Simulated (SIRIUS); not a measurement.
# BN under changes of volume

One of the cells (8.967 Å³/atom); the others are scaled copies at fixed shape and fractional positions:

```xyz
4
Lattice="2.4982 0.0000 0.0000 -1.2491 2.1635 0.0000 0.0000 0.0000 6.6357" Properties=species:S:1:pos:R:3 pbc="T T T"
N     1.2491    0.7212    1.6589
N     0.0000    1.4424    4.9768
B     1.2491    0.7212    4.9768
B     0.0000    1.4424    1.6589
```

| Property | Result |
| --- | --- |
| Program | SIRIUS 7.12.0 |
| Functional | LDA |
| Potentials or basis | all-electron FP-LAPW |
| Cutoff | 427 eV |
| Basis | apw+lo standard |
| k mesh | 12 × 12 × 4 |
| Occupations | fermi-dirac, width 0.05 eV |
| Spin | no spin polarisation |

| volume (Å³/atom) | energy over the lowest point (meV/atom) | gap on the mesh (eV) |
| --- | --- | --- |
| 8.429 | 17.68 | 4.15 |
| 8.608 | ? | ? |
| 8.787 | 0.00 | 4.11 |
| 8.967 | 0.33 | 4.09 |
| 9.146 | 6.14 | 4.07 |
| 9.325 | 16.84 | 4.05 |
| 9.505 | 32.05 | 4.03 |

Q: What does the run at 8.608 Å³/atom give?

A: Energy over the lowest point 5.56 meV/atom; gap on the mesh 4.13 eV.

Worked out: A Birch-Murnaghan fit of order 3 (a polynomial in V^(-2/3)) to the other rows has its minimum at 8.86 Å³/atom with B0 = V·E''(V) = 252 GPa and B' = 3.8 at fixed shape and positions, which overstates the stiffness. It gives 5.56 meV/atom at 8.608 Å³/atom, against the run's 5.56. A straight line through the other rows of the gap, of slope -0.999 eV per unit of ln V, gives 4.13 eV, against the run's 4.13.

Energies are extrapolated to zero smearing.

A mesh can miss the band edges.
